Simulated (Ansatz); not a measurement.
By PBEsol, the system below comes out a metal.

Without scattering a metal conducts by its projected Fermi surface.

Here is the system:

```xyz
12
Lattice="3.0695 0.0000 0.0000 -1.5348 2.6583 0.0000 0.0000 0.0000 17.1621" Properties=species:S:1:pos:R:3 pbc="T T T"
Ti     1.5348     0.8861     6.2628
Ti     0.0000     1.7722    10.8993
Ti     0.0000     1.7722    14.8438
Ti     1.5348     0.8861     2.3183
Ti     0.0000     0.0000     8.5810
Ti     0.0000     0.0000     0.0000
Si     0.0000     0.0000    12.8716
Si     0.0000     0.0000     4.2905
C      0.0000     1.7722     7.3370
C      1.5348     0.8861     9.8251
C      1.5348     0.8861    15.9180
C      0.0000     1.7722     1.2441
```

Space group of this cell: P6_3/mmc. The cell is strained (lengths along the current scaled by 0.97, ions clamped); by PBEsol its mean pressure is 1.7 GPa.

The current flows along the normal of the first two printed cell vectors, the (001) (indices of the unstrained crystal) plane of the conventional cell. No spin-orbit coupling; the value is a mean over 0.1 eV about the Fermi level.

**Question.** Give the ballistic conductance per area that PBEsol (Ansatz, an electronic-structure program) yields.

**Answer.** 0.45 × 10¹⁵ S/m² for both spins.
